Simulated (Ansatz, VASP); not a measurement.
**Lu: VASP beside Ansatz**

INCAR

```
PREC = Accurate ; ENCUT = 520
EDIFF = 1E-6 ; ISMEAR = 0
SIGMA = 0.05 ; LREAL = False
LASPH = True ; NELM = 100
ALGO = Fast ; ISIF = 2
LWAVE = False ; LCHARG = True
GGA = PS ; LELF = True
LVHAR = True ; NBANDS = 18
```

The input KPOINTS:

```
Automatic mesh
0
Gamma
  10 10 10
```

POSCAR

```
Lu
1.0
   -1.9541071088      1.9541071088      1.9541071088
    1.9541071088     -1.9541071088      1.9541071088
    1.9541071088      1.9541071088     -1.9541071088
Lu
1
Direct
    0.0000000000      0.0000000000      0.0000000000
```

The input input.yaml:

```yaml
crystal:
  lattice:
    - [-1.9541071088, 1.9541071088, 1.9541071088]
    - [1.9541071088, -1.9541071088, 1.9541071088]
    - [1.9541071088, 1.9541071088, -1.9541071088]
  atoms:
    - { symbol: Lu, position: [0.0, 0.0, 0.0] }
hamiltonian:
  xc: pbesol
  pseudopotentials: { kind: paw }
kpoints:
  mp_grid: { grid: [10, 10, 10] }
scf:
  occupations: { method: gaussian, width: 0.05 }
output:
  forces: true
  stress: true
  eigenvalues: true
  write_density: true
  write_potential: true
  elf: true
  volumetric_format: npy
```

This isn't the form of Lu at room conditions, which is hcp.

Alike in both runs: task single point; functional PBEsol; k mesh 10 × 10 × 10; occupations gaussian, width 0.05 eV; no spin polarisation.

```csv
,VASP,Ansatz
version,VASP 6.6.1,Ansatz 0.2.0
potentials or method,"VASP PAW PBE potentials, release 64 (Lu)",Ansatz PAW
plane-wave cutoff (eV),520,420
valence electrons in the cell,25,25
```

|  | VASP | Ansatz | Ansatz less VASP |
| --- | --- | --- | --- |
| gap on the k mesh at the Fermi level (eV) | none | none | - |
| pressure (GPa) | -3.1 | -2.9 | +0.12 |

A gap of «none» marks a metal or a gap that the smearing closes.

Caveats: the PAW data sets were made with another functional, which shifts forces and pressure a little (VASP); the PAW data sets come from PBE, with cores solved anew for the run's functional, which leaves a small shift of forces and pressure (Ansatz). Spin-orbit coupling is left out, which matters for the levels of Lu.
